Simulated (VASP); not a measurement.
## BP: phonons with LDA

Crystal: BP.

```
B P
1.0
     0.00000    2.24486    2.24486
     2.24486    0.00000    2.24486
     2.24486    2.24486    0.00000
B P
1 1
Direct
  0.00000 0.00000 0.00000
  0.25000 0.25000 0.25000
```

```yaml
Program: VASP 6.6.1
Task: phonons
Functional: LDA
Potentials_or_basis: VASP PAW LDA potentials, release 64 (B, P)
Cutoff: 600 eV
k_mesh: 10 × 10 × 10
Occupations: gaussian, width 0.03 eV
Spin: no spin polarisation
By_perturbation_theory: no
Further_INCAR_settings: ALGO = Normal; EDIFF = 1e-08; IBRION = 6; POTIM = 0.015; NSW = 1
```

```json
{
  "Highest phonon frequency at Γ, LO-TO splitting left out": "819 cm⁻¹"
}
```

Phonon frequencies in cm⁻¹ (negative: imaginary):
```
              q point        frequencies
(0.000, 0.000, 0.000)  0 0 0 819 819 819
```

It took 69 s on 1 thread of Intel(R) Xeon(R) 6975P-C (Granite Rapids), on a shared host, peak memory 0.18 GiB.
